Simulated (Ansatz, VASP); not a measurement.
**One calculation of Al3GaN4, two programs**

```
CELL_PARAMETERS angstrom
4.40144 0.00000 0.00000
0.00000 4.40144 0.00000
0.00000 0.00000 4.40144
ATOMIC_POSITIONS crystal
Al 0.50000 0.50000 0.00000
Al 0.50000 0.00000 0.50000
Al 0.00000 0.50000 0.50000
Ga 0.00000 0.00000 0.00000
N 0.74416 0.74416 0.25584
N 0.74416 0.25584 0.74416
N 0.25584 0.74416 0.74416
N 0.25584 0.25584 0.25584
```

The cell comes from a database or a generator and needn't be the stable form of this composition.

Alike in both runs: task single point; functional PBEsol; k mesh 4 × 4 × 4; occupations gaussian, width 0.1 eV; no spin polarisation.

|  | VASP | Ansatz |
| --- | --- | --- |
| version | VASP 6.6.1 | Ansatz 0.2.0 |
| potentials or method | VASP PAW PBE potentials, release 64 (Al, Ga_d, N) | scalar-relativistic, plane waves, PAW |
| plane-wave cutoff (eV) | 520 | 420 |
| valence electrons in the cell | 42 | 42 |

Ansatz gave:

* gap on the k mesh at the Fermi level (eV): 3.33
* least direct gap on the mesh (eV): 3.33
* pressure (GPa): 0.8
* rms of the force components (eV/Å): 0.041

**Question.** Which values does VASP return?

**Answer.** gap on the k mesh at the Fermi level (eV): 3.33; least direct gap on the mesh (eV): 3.33; pressure (GPa): 0.7; rms of the force components (eV/Å): 0.044.

Atom by atom the forces differ by 0.003 eV/Å (rms over components). With one functional, cell and mesh, what is left measures potentials, basis and numerics.

Caveats: the PAW data sets were made with another functional, which shifts forces and pressure a little (VASP). PBEsol gaps usually lie below the measured ones, often by a third to a half.
